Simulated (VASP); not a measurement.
The system is Si.

```xyz
3
Lattice="4.3943 0.0000 0.0000 -2.1971 3.8056 0.0000 0.0000 0.0000 2.6937" Properties=species:S:1:pos:R:3 pbc="T T T"
Si    0.0000    0.0000    0.0000
Si    0.0000    2.5370    1.3469
Si    2.1971    1.2685    1.3469
```

The cell was built by a generator and needn't be a form met in nature.

- Program: VASP 6.6.1
- Task: relaxation of cell and atoms
- Functional: revPBE
- Potentials or basis: VASP PAW PBE potentials, release 64 (Si)
- Cutoff: 600 eV
- k mesh: 8 × 8 × 12
- Occupations: fermi-dirac, width 0.1 eV
- Spin: no spin polarisation

At the start: pressure -1.0 GPa; volume 15.02 Å³/atom.

Q: Where does the relaxation end?

A: Over 11 steps the energy falls by 17.3 meV/atom and the volume is 14.90 Å³/atom (-0.8 %); space group P6/mmm (No. 191, to 0.05 Å).

Step by step:
| step | energy change (eV) | largest force (eV/Å) | pressure (GPa) | volume (Å³) |
| --- | --- | --- | --- | --- |
| 1 | 0.0000 | 0.0000 | -1.02 | 45.05 |
| 2 | -0.0140 | 0.0000 | 0.26 | 44.42 |
| 3 | -0.0189 | 0.0000 | 5.10 | 42.53 |
| 4 | -0.0289 | 0.0000 | 2.03 | 43.65 |
| 5 | -0.0288 | 0.0000 | 3.84 | 42.95 |
| 6 | -0.0312 | 0.0000 | 2.86 | 43.32 |
| 7 | -0.0352 | 0.0000 | 2.96 | 43.30 |
| 8 | -0.0378 | 0.0000 | 3.20 | 43.27 |
| 9 | -0.0428 | 0.0000 | 2.55 | 43.54 |
| 10 | -0.0512 | 0.0000 | 0.69 | 44.38 |
| 11 | -0.0519 | 0.0000 | 0.03 | 44.70 |

Final structure:
```
Si
1.0
     4.48343    0.00000    0.00000
    -2.24172    3.88277    0.00000
     0.00000    0.00000    2.56784
Si
3
Direct
  0.00000 0.00000 0.00000
  0.33333 0.66667 0.50000
  0.66667 0.33333 0.50000
```

Caveat: the PAW data sets were made with another functional, which shifts forces and pressure a little.
